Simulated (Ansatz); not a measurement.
Wanted: the native input for an Ansatz 0.2.0 run.

```
Task                  : relaxation of cell and atoms
Functional            : PBEsol
Potentials or basis   : Ansatz PAW
Cutoff                : 420 eV (not typed: the program's choice for these potentials)
k mesh                : 11 × 11 × 11
Occupations           : fermi-dirac, width 0.05 eV
Spin                  : no spin polarisation
Target pressure       : 20 GPa
Target pressure (GPa) : 20
```

Crystal: Nb.

```
Nb
1.0
    -1.66395    1.66395    1.66395
     1.66395   -1.66395    1.66395
     1.66395    1.66395   -1.66395
Nb
1
Direct
  0.00000 0.00000 0.00000
```

The input as run:

input.yaml

```yaml
crystal:
  lattice:
    - [-1.66395, 1.66395, 1.66395]
    - [1.66395, -1.66395, 1.66395]
    - [1.66395, 1.66395, -1.66395]
  atoms:
    - { symbol: Nb, position: [0.0, 0.0, 0.0] }
hamiltonian:
  xc: pbesol
  pseudopotentials: { kind: paw }
kpoints:
  mp_grid: { grid: [11, 11, 11] }
scf:
  occupations: { method: fermi_dirac, width: 0.05 }
output:
  forces: true
  stress: true
  eigenvalues: true
relax:
  f_tol: 0.01
  max_steps: 40
  cell: { stress_tol: 0.05, p_target: 20.0 }
```

Potentials or basis: Ansatz PAW.

Command:

```console
$ ansatz run input.yaml --threads 2 --pin off --max-ram 5632MiB --backend cpu --events-out ev --progress --plain --runs-dir out
```

Results of the run:

* Relaxed volume: 15.97 Å³/atom
* Relaxed cell: a = 2.748 Å, b = 2.748 Å, c = 2.748 Å, α = 109.47°, β = 109.47°, γ = 109.47°
* Space group after relaxing (to 0.05 Å): Im-3m (No. 229)
* Energy change on relaxing (the enthalpy is what falls): +73.6 meV/atom
* Ionic steps: 5
* Pressure after relaxing: 20.0 GPa
* Band gap on the k mesh: none (metal or under the smearing width)

Caveat: the plane-wave basis is chosen anew once the cell has moved, so the energies of steps on either side of that aren't comparable; the PAW data sets come from PBE, with cores solved anew for the run's functional, which leaves a small shift of forces and pressure.

Wall time 3.5 s on 2 threads of Arm Neoverse N1, with other jobs on the host, peak memory 0.27 GiB.
